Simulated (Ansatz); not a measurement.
## Squeezing HfC (WC type)

```yaml
crystal:
  lattice:
    - [3.23548, 0.00000, 0.00000]
    - [-1.61774, 2.80201, 0.00000]
    - [0.00000, 0.00000, 2.91438]
  atoms:
    - { symbol: Hf, position: [0.00000, 0.00000, 0.00000] }
    - { symbol: C, position: [0.33333, 0.66667, 0.50000] }
```

The cell comes from a relaxation on PAW files under the same functional, begun from a prototype that needn't be the stable phase.

Its volume is scaled, and at each volume shape and atoms are relaxed on PAW files; all methods then take that cell.

Level of theory: DFT with PBE, scalar-relativistic, in Ansatz 0.2.0; a Γ-centred 14×14×13 k mesh, Fermi–Dirac smearing of 0.08 eV, no spin polarisation. LAPW: all electrons, basis error target 1 meV/atom; PAW: frozen-core files, cutoff 420 eV; crystal datasets: all electrons, by PAW datasets that the program makes for each cell; norm-conserving: pseudopotentials, cutoff 1143 eV; PAW (cutoff 1000 eV): frozen-core files, cutoff 1000 eV.

Energies are extrapolated to zero smearing and count from the unscaled cell; pressure is positive in compression; gaps take the mesh and a band path. No temperature or zero-point motion is included.

Spin–orbit coupling is left out, which matters for the heavy atoms.

```tsv
V/V0	V (Å³/atom)	P LAPW (GPa)	ΔE LAPW (eV/atom)	P PAW − LAPW (GPa)	ΔE PAW − LAPW (meV/atom)	space group	shortest distance (Å)
1.00	13.21	0.07	0.000	-0.06	0.0	P-6m2	2.369
0.94	12.42	13.85	0.033	-0.07	-0.3	P-6m2	2.322
0.88	11.63	32.3	0.144	-0.07	-0.6	P-6m2	2.272
0.80	10.57	67.1	0.464	-0.09	-1.0	P-6m2	2.203
0.72	9.51	119.5	1.068	-0.18	-1.8	P-6m2	2.129
0.64	8.45	?	?	?	?	?	?
0.55	7.27	349.8	4.094	-0.61	-6.8	P-6m2	1.954
```

Question: Fit the Vinet equation to the LAPW pressures shown (residuals weighted by 1/(|P| + 0.03·Pmax)), and predict the pressure of the withheld row.

Answer: The fit gives V0 = 13.22 Å³/atom, B0 = 196 GPa and B0′ = 3.91. At 8.45 Å³/atom, x = (V/V0)^(1/3) = 0.8617, and P = 3·B0·(1 − x)/x²·exp[1.5·(B0′ − 1)·(1 − x)] = 200.7 GPa. The run itself gave 200.3 GPa (+0.2 % off) and ΔE = 2.103 eV/atom.

Question: At the smallest volume, how far do crystal datasets and norm-conserving and PAW (cutoff 1000 eV) lie from LAPW in pressure?

Answer: crystal datasets: 0.00 GPa; norm-conserving: -0.68 GPa; PAW (cutoff 1000 eV): -0.81 GPa, on a LAPW pressure of 349.8 GPa.

Question: How do the Löwdin populations by LAPW change from the unscaled cell to the last row?

Answer: Hf 5s 1.95 → 1.87, Hf 6s 0.51 → 0.41, Hf 5p 5.98 → 5.86, Hf 5d 2.81 → 3.63, Hf 4f 13.99 → 13.96, C 2s 1.31 → 1.04, C 2p 3.42 → 3.22 electrons an atom. These are projections on the shells that the free atoms fill; 0.04 e a cell lies outside them at the start and 0.03 e at the end.
